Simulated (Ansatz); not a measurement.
Tl: equation of state with rPW86-PBE

Crystal: Tl.

```
Tl
1.0
     3.45600    0.00000    0.00000
    -1.72800    2.99298    0.00000
     0.00000    0.00000    5.52500
Tl
2
Direct
  0.66667 0.33333 0.75000
  0.33333 0.66667 0.25000
```

| Item | Value |
| --- | --- |
| Program | Ansatz 0.2.0 |
| Task | equation of state |
| Functional | rPW86-PBE |
| Potentials or basis | PseudoDojo standard |
| Cutoff | 820 eV |
| Density cutoff | 3280 eV |
| k mesh | 9 × 9 × 5 |
| Occupations | tetrahedron |
| Spin | no spin polarisation |

- Equilibrium volume: outside the volumes run

Energy against volume, from the lowest point:
| volume (Å³/atom) | energy (meV/atom) |
| --- | --- |
| 26.860 | 137.77 |
| 27.432 | 104.72 |
| 28.003 | 76.29 |
| 28.575 | 52.01 |
| 29.146 | 31.45 |
| 29.718 | 14.22 |
| 30.289 | 0.00 |

All runs of the series together: 14 s on 1 thread of INTEL(R) XEON(R) PLATINUM 8581C CPU @ 2.30GHz (Emerald Rapids), on a shared host.

Caveat: the potentials were made for another functional, which shifts forces and pressure. The run has no spin-orbit coupling, so splittings on Tl are missing.
